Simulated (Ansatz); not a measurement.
Set up this calculation in Ansatz 0.2.0, as the native input.

```
Task                  : relaxation of cell and atoms
Functional            : PBEsol
Potentials or basis   : Ansatz PAW
Cutoff                : 420 eV (not typed: the program's choice for these potentials)
k mesh                : 9 × 9 × 5
Occupations           : fermi-dirac, width 0.05 eV
Spin                  : no spin polarisation
Target pressure       : 20 GPa
Target pressure (GPa) : 20
```

The system is Zr.

```
Zr
1.0
     3.23200    0.00000    0.00000
    -1.61600    2.79899    0.00000
     0.00000    0.00000    5.14700
Zr
2
Direct
  0.33465 0.67413 0.25390
  0.66535 0.32587 0.74610
```

The cell isn't the ideal one: atom 2 moved 0.06 Å.

These files were run (other wordings do the same):

input.yaml

```yaml
crystal:
  lattice:
    - [3.23199822, 0.0, 0.0]
    - [-1.61599911, 2.79899257, 0.0]
    - [0.0, 0.0, 5.147]
  atoms:
    - { symbol: Zr, position: [0.33465424, 0.67413001, 0.25389985] }
    - { symbol: Zr, position: [0.66534576, 0.32586999, 0.74610015] }
hamiltonian:
  xc: pbesol
  pseudopotentials: { kind: paw }
kpoints:
  mp_grid: { grid: [9, 9, 5] }
scf:
  occupations: { method: fermi_dirac, width: 0.05 }
output:
  forces: true
  stress: true
  eigenvalues: true
  write_density: true
  write_potential: true
  elf: true
  volumetric_format: npy
relax:
  f_tol: 0.01
  max_steps: 40
  cell: { stress_tol: 0.05, p_target: 20.0 }
```

Potentials or basis: Ansatz PAW.

The run is started by

```bash
$ ansatz run input.yaml --threads 2 --pin off --max-ram 5632MiB --backend cpu --events-out ev --progress --plain --runs-dir out
```

It gave:

```yaml
Relaxed_volume: 18.92 Å³/atom
Relaxed_cell: a = 2.906 Å, b = 3.012 Å, c = 4.924 Å, α = 90.00°, β = 90.00°, γ = 118.63°
Space_group_after_relaxing_to_0.05_Å: P2_1/m (No. 11)
Energy_change_on_relaxing_the_enthalpy_is_what_falls: +188.5 meV/atom
Ionic_steps: 12
Pressure_after_relaxing: 20.0 GPa
Largest_force_after_relaxing: 0.004 eV/Å
Band_gap_on_the_k_mesh: none (metal or under the smearing width)
```

Caveat: the volume moved by over 15 % at a fixed basis, so the end points are rough; the plane-wave basis is chosen anew once the cell has moved, so the energies of steps on either side of that aren't comparable; the PAW data sets come from PBE, with cores solved anew for the run's functional, which leaves a small shift of forces and pressure.

Wall time 51 s on 2 threads of Arm Neoverse V2 (shared host), peak memory 0.43 GiB.
